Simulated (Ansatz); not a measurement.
**Se under changes of volume**

One of the cells (27.261 Å³/atom); the others are scaled copies at fixed shape and fractional positions:

```
Se
1.0
     4.36620    0.00000    0.00000
    -2.18310    3.78124    0.00000
     0.00000    0.00000    4.95360
Se
3
Direct
  0.77460 0.77460 0.00000
  0.00000 0.22540 0.66667
  0.22540 0.00000 0.33333
```

* Program: Ansatz 0.2.0
* Functional: LDA
* Potentials or basis: Ansatz PAW
* Cutoff: 420 eV (not typed: the program's choice for these potentials)
* k mesh: 7 × 7 × 6
* Occupations: fermi-dirac, width 0.05 eV
* Spin: no spin polarisation

```tsv
volume (Å³/atom)	energy over the lowest point (meV/atom)	pressure (GPa)	gap on the mesh (eV)	largest force (eV/Å)
25.625	8.09	2.6	1.04	0.890
26.170	1.73	1.2	1.06	0.648
26.716	0.00	-0.1	1.08	0.423
27.261	2.43	-1.3	1.10	0.213
27.806	8.58	-2.3	1.11	0.018
28.351	?	?	?	?
28.896	30.52	-4.1	1.08	0.335
```

Problem. What does the run at 28.351 Å³/atom give?

Solution. Energy over the lowest point 18.06 meV/atom; pressure -3.2 GPa; gap on the mesh 1.10 eV; largest force 0.165 eV/Å.

Worked out: A Birch-Murnaghan fit of order 3 (a polynomial in V^(-2/3)) to the other rows has its minimum at 26.66 Å³/atom with B0 = V·E''(V) = 60 GPa and B' = 4.4 at fixed shape and positions, which overstates the stiffness. It gives 18.06 meV/atom at 28.351 Å³/atom, against the run's 18.06, and -dE/dV = -3.2 GPa, against -3.2. A parabola through the other rows of the gap, of slope -0.471 eV per unit of ln V there, gives 1.10 eV, against the run's 1.10.

Energies are extrapolated to zero smearing.

Caveats: odd divisions of the mesh miss points on the zone boundary, where band edges often lie, so the gap on the mesh can be too wide; the PAW data sets come from PBE, with cores solved anew for the run's functional, which leaves a small shift of forces and pressure.

A mesh can miss the band edges. Spin-orbit coupling on Se is left out.
